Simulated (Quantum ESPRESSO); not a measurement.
AlN: zone-centre phonons and dielectric response under several settings

```
Al N
1.0
     3.11300    0.00000    0.00000
    -1.55650    2.69594    0.00000
     0.00000    0.00000    4.98100
Al N
2 2
Direct
  0.66667 0.33333 0.50000
  0.33333 0.66667 0.00000
  0.66667 0.33333 0.88000
  0.33333 0.66667 0.38000
```

All runs used Quantum ESPRESSO 7.5; k mesh 6 × 6 × 4, shifted; no spin polarisation; occupations smeared at first, fixed for the response.

```tsv
level	potentials	geometry	cutoff (eV)	volume (Å³/atom)	pressure (GPa)	lowest optical mode without the field (cm⁻¹)	highest optical mode without the field (cm⁻¹)	highest mode with the field (cm⁻¹)	ε∞ (mean)	ε0 (mean)	Born charge of atom 1 (e)	sum of the Born charges (e)
PBE	PseudoDojo 0.4.1 SR PBE standard	given cell, atoms relaxed	1143	10.45	3.3	238	723	878	4.51	8.5	2.55	-0.02
PBEsol	PseudoDojo 0.4.1 SR PBEsol standard	relaxed cell	1143	10.45	0.0	236	718	874	4.57	8.6	2.55	-0.03
PBEsol	PseudoDojo 0.4.1 SR PBEsol standard	given cell, atoms relaxed	1143	10.45	0.1	236	718	874	4.57	8.5	2.55	-0.03
PBE	SSSP 1.3 efficiency PBE	relaxed cell	816	10.65	0.0	236	708	862	4.58	8.7	2.58	0.01
vdW-DF-cx	PseudoDojo 0.4.1 SR PBE standard	relaxed cell	1143	?	0.0	?	?	?	?	?	?	?
vdW-DF-cx	PseudoDojo 0.4.1 SR PBE standard	given cell, atoms relaxed	1143	10.45	1.9	235	723	880	4.52	8.5	2.56	-0.02
PBE+D3(BJ)	PseudoDojo 0.4.1 SR PBE standard	relaxed cell	1143	10.40	0.0	238	727	882	4.50	8.4	2.55	-0.02
rPW86PBE+rVV10	PseudoDojo 0.4.1 SR PBE standard	relaxed cell	1143	10.82	0.0	239	703	852	4.49	8.8	2.57	-0.02
```

Q: What stands in the row left open?

A: Volume 10.55 Å³/atom; lowest optical mode without the field 235 cm⁻¹; highest optical mode without the field 715 cm⁻¹; highest mode with the field 872 cm⁻¹; ε∞ 4.54; ε0 8.5; Born charge of atom 1 2.56 e; sum of the Born charges -0.02 e.

Caveats: the potentials were made for another functional, which shifts forces and pressure (some runs); the cell is more than 3 GPa from zero pressure, which shifts response properties (some runs).

For the row left open. Caveat: the potentials were made for another functional, which shifts forces and pressure.
